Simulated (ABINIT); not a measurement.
Runs of ABINIT 10.8.3 (patched build) on InP. The structure is cubic, space group F-43m (No. 216). The conventional cell has a = 5.861 Å, b = 5.861 Å, c = 5.861 Å, α = 90.00°, β = 90.00°, γ = 90.00°. In (site symmetry -43m) is surrounded by 4 P at 2.54 Å. Around P (site symmetry -43m) lie 4 In at 2.54 Å. 

```tsv
task	level	potentials or basis	spin	cutoff (eV)	fine-grid cutoff	gap on the mesh (eV)	pressure (GPa)	V0 of scaled cells (Å³/atom)	B0 (GPa)
equation of state	WC	JTH PAW PBE v2.0	off	544	1088.46 eV	-	-	25.43	66
equation of state	PBEsol	JTH PAW PBE v2.0	off	408	816.342 eV	-	-	25.41	66
band structure	LDA	JTH PAW LDA v2.0 sp	SOC, no magnetisation	544	1088.46 eV	0.54	1.1	-	-
band structure	LDA-Teter	JTH PAW LDA v2.0	off	544	1088.46 eV	0.46	-	-	-
band structure	rPW86PBE	JTH PAW PBE v2.0	off	544	1088.46 eV	(a)	-	-	-
band structure	RPBE	JTH PAW PBE v2.0 sp	off	544	1088.46 eV	(b)	-	-	-
band structure	BLYP	JTH PAW PBE v2.0 sp	off	544	1088.46 eV	0.70	-	-	-
equation of state	LDA-VWN	JTH PAW LDA v2.0 sp	off	544	1088.46 eV	-	-	25.55	73
band structure	PBE	SG15 NC PBE v1.2	off	952	-	0.71	3.5	-	-
band structure	PW91	JTH PAW PBE v2.0	off	544	1088.46 eV	0.65	-	-	-
```

Alike in all rows: cell as given; k mesh 8 × 8 × 8; smearing fermi-dirac 0.05 eV.

Fill in the values left out.

(a) 0.60; (b) 0.93.

Caveats: the PAW data sets were made with another functional, which shifts forces and pressure a little (some runs); spin-orbit coupling is left out, which moves the levels of the heavy elements (some runs); this set keeps more shells in the core, which shifts pressures and gaps (some runs); pressures at fixed basis lie under the slope of the energies (some runs).

A k mesh can miss the band edges, and rows without SOC leave out spin-orbit coupling on In.

The runs don't all hold the same shells in valence.
